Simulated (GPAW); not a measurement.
BN:

```xyz
2
Lattice="2.5080 0.0000 0.0000 -1.2467 2.1762 0.0000 -0.6307 -1.0881 3.0225" Properties=species:S:1:pos:R:3 pbc="T T T"
N     0.6410   -0.3484    2.9772
B     1.2297    2.1384    0.0055
```

The cell comes from a database or a generator and needn't be the stable form of this composition.

Base run:

| Property | Result |
| --- | --- |
| Program | GPAW 26.7.0 |
| Functional | AM05 |
| Potentials or basis | PAW data sets generated in the run's folder for this functional |
| Cutoff | 650 eV |
| Basis | pw |
| k mesh | 10 × 10 × 7 |
| Occupations | fermi-dirac, width 0.001 eV |
| Spin | no spin polarisation |

Its results: band gap on the k mesh 2.85 eV, indirect (least direct gap 4.55 eV); electronic dielectric tensor (diagonal) 4.86, 5.34, 2.94.

Question: After a change of settings the same cell gave: band gap on the k mesh 2.79 eV, indirect (least direct gap 4.54 eV); electronic dielectric tensor (diagonal) 4.89, 5.38, 2.99. Which change was it?
A. functional from AM05 to GLLB-SC; potentials or basis from PAW data sets generated in the run's folder for this functional to the program's PAW data sets (release 1.2.1) made for this functional
B. functional from AM05 to RPBE; potentials or basis from PAW data sets generated in the run's folder for this functional to the program's PAW data sets (release 1.2.1) made for this functional
C. functional from AM05 to PBEsol

Answer: C.

Caveats: the long-wavelength limit can be off by a per cent or two.

Runs at the PBE level aren't shown here.
